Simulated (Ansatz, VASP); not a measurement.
## Ge in VASP and in Ansatz

```xyz
2
Lattice="0.0000 2.8099 2.8099 2.8099 0.0000 2.8099 2.8099 2.8099 0.0000" Properties=species:S:1:pos:R:3 pbc="T T T"
Ge    4.2149    4.2149    4.2149
Ge    2.8099    2.8099    2.8099
```

Alike in both runs: task single point; functional RPBE; dispersion D3(BJ); k mesh 8 × 8 × 8; occupations fermi-dirac, width 0.05 eV; no spin polarisation.

```csv
,VASP,Ansatz
version,VASP 6.6.1,Ansatz 0.2.0
potentials or method,"VASP PAW PBE potentials, release 64 (Ge_d)",Ansatz PAW
plane-wave cutoff (eV),520,420
valence electrons in the cell,28,28
```

VASP gave:

| Item | Value |
| --- | --- |
| gap on the k mesh at the Fermi level (eV) | 0.33 |
| least direct gap on the mesh (eV) | 0.34 |
| pressure (GPa) | -3.3 |
| dispersion energy (meV/atom) | -1294.4 |

**Question.** What did Ansatz give for the same quantities?

**Answer.** gap on the k mesh at the Fermi level (eV): 0.32; least direct gap on the mesh (eV): 0.32; pressure (GPa): -3.2; dispersion energy (meV/atom): -1294.4.

Caveats: the PAW data sets were made with another functional, which shifts forces and pressure a little (VASP); the PAW data sets come from PBE, with cores solved anew for the run's functional, which leaves a small shift of forces and pressure (Ansatz).
